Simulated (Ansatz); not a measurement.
input.yaml (Ansatz 0.2.0):

```yaml
crystal:
  lattice:
    - [2.7482991601, 0.0, 0.0]
    - [-1.37414958, 2.3800968898, 0.0]
    - [0.0, 0.0, 4.4524533463]
  atoms:
    - { symbol: Ir, position: [0.3333333333, 0.6666666667, 0.75] }
    - { symbol: Ir, position: [0.6666666667, 0.3333333333, 0.25] }
basis:
  ecutwfc: 420
  ecutrho_ratio: 4
kpoints:
  mp_grid: { grid: [18, 18, 10] }
  band_path:
    path:
      - [[0.0, 0.0, 0.0], [0.5, 0.0, 0.0], [0.33333333, 0.33333333, 0.0], [0.0, 0.0, 0.0], [0.0, 0.0, 0.5], [0.5, 0.0, 0.5], [0.33333333, 0.33333333, 0.5], [0.0, 0.0, 0.5]]
      - [[0.5, 0.0, 0.5], [0.5, 0.0, 0.0]]
      - [[0.33333333, 0.33333333, 0.5], [0.33333333, 0.33333333, 0.0]]
    npoints: 14
hamiltonian:
  xc: pbe
scf:
  occupations: { method: gaussian, width: 0.05 }
output:
  forces: true
  stress: true
  eigenvalues: true
  populations: true
  dos: { projected: true, de: 0.02, nscf_kmesh: { grid: [27, 27, 15] } }
  bader: true
```

At room temperature and ambient pressure Ir is fcc.

**Question.** Predict the main results.

**Answer.** Pressure 0.0 GPa, gap on the mesh zero (metallic) (PBE, scalar-relativistic).

The output:

```
Pseudopotentials: kind: paw
Pseudopotential: Ir, paw, valence charge 17, recommended cutoff 420 eV (normal), Ir.paw.azcp
Crystal: 2 atoms, lattice volume = 29.124 Å³
Basis set: ecut = 420 eV, 573 PW (Γ), exchange–correlation on 40×40×60 points (8 copies of the dense FFT grid, shifted against one another)
Bands: 21, of which v1, the nominal top of the filled ones, is band 17 counted from 1 (16 counted from 0)
Symmetry: 24 space group operations
Space group: P63/mmc (ITA 194), of the structure as read, at distance tolerance 3.1e-5 Å
k-points: 222 of 3240
Initial density: superposition of atomic densities (neutral atoms: chi_scale 0, normalization atom), corrected by the library's trained network
Initial wavefunctions: pseudopotential atomic-orbital guess
Functional: x = pbe(κ = 0.804, μ = 0.21951), c = pbe(β = 0.06672)
```

SCF trace (energy estimate counted from the last row):
```
iteration  ΔE (eV)  density residual (eV)
        1    0.006                6.33e-3
        2  1.7e-03                2.29e-3
        3  2.7e-05                7.19e-6
        4    0.000                4.98e-7
        5    0.000                1.54e-8
        6    0.000               1.72e-10
```

```
SCF 1 converged in 6 iterations: F = -23870.472526 eV  dr2 = 1.72e-10
NSCF: frozen V_eff on 129 k-points
NSCF: frozen V_eff on 600 k-points
SCF converged after 6 iterations
Free energy (F): -23870.472526 eV
E sigma→0 (E₀):  -23870.471263 eV
Entropy (-TS):   -0.002526 eV (-1.263 meV/atom)
Fermi energy:    25.028370 eV
--- Per-component energies (eV) ---
  E_band       = -191.207930
  E_kinetic    = 1244.827923
  E_local      = -2194.833745  (includes V_loc(G=0)·N_el)
  E_nonlocal   = 145.088224
  E_hartree    = 838.452595
  E_xc         = -535.533071
  E_vxc        = -599.653120  (∫ρ·V_xc dr)
  E_paw        = -18446.671662  (= ΣΔE_a)
  E_vpaw       = -463.542358  (= ΣTr[D̂ρ^β])
  E_aug_tail   = 0.000111  (compensation charges beyond the density's cutoff)
  E_ewald      = -4921.800374
  E_smearing   = -0.002526  (= −TS)
--- Forces (eV/Å), atoms counted from 1 ---
  atom   1  Ir     0.00000000     0.00000000     0.00000000
  atom   2  Ir     0.00000000     0.00000000     0.00000000
--- Stress (GPa, compression-positive) ---
       -0.032386       0.000000       0.000000
        0.000000      -0.032386       0.000000
        0.000000       0.000000      -0.020162
  P = ⅓ Tr σ = -0.0283 GPa (-0.283 kbar)
--- Band table (eV; the first three rows and the last of 222) ---
  k-point 0: bands = ["-67.8668", "-67.8070", "-25.1148", "-24.4814", "-24.4814", "-24.3881", "-24.3756", "-24.3756", "14.0818", "17.1189", "21.2360", "21.3260", "21.3260", "21.9587", "21.9587", "22.7200", "22.7200", "24.2631", "25.2830", "25.2830", "31.8561"]
  k-point 1: bands = ["-67.8653", "-67.8085", "-25.0977", "-24.4788", "-24.4788", "-24.4066", "-24.3782", "-24.3782", "14.1924", "17.1249", "21.1843", "21.2735", "21.2735", "21.9010", "21.9010", "22.8581", "22.8581", "23.8382", "25.2809", "25.2809", "32.4448"]
  k-point 2: bands = ["-67.8611", "-67.8127", "-25.0478", "-24.4713", "-24.4713", "-24.4600", "-24.3857", "-24.3857", "14.5153", "17.1220", "21.0448", "21.1758", "21.1758", "21.7491", "21.7491", "22.8815", "23.2040", "23.2040", "25.2503", "25.2503", "33.9032"]
  k-point 221: bands = ["-67.7954", "-67.7954", "-24.9549", "-24.9549", "-24.7984", "-24.7984", "-24.5188", "-24.5188", "18.9306", "18.9306", "19.7608", "19.7608", "21.0084", "21.0084", "22.7091", "22.7091", "25.3113", "25.3113", "31.9870", "31.9870", "32.5921"]
--- Löwdin populations: 2 sites ---
  site symbol       q [e]
     0     Ir     16.7966
     1     Ir     16.7966
--- Bader charges: 2 sites ---
  site symbol  charge [e]  shift [e]
     0     Ir      0.0000     0.0000
     1     Ir      0.0000     0.0000
  estimated error of the sums over rays = 3.6e-5 e
```

Absolute energies hang on the potentials; compare differences alone.

These numbers lack spin–orbit coupling.
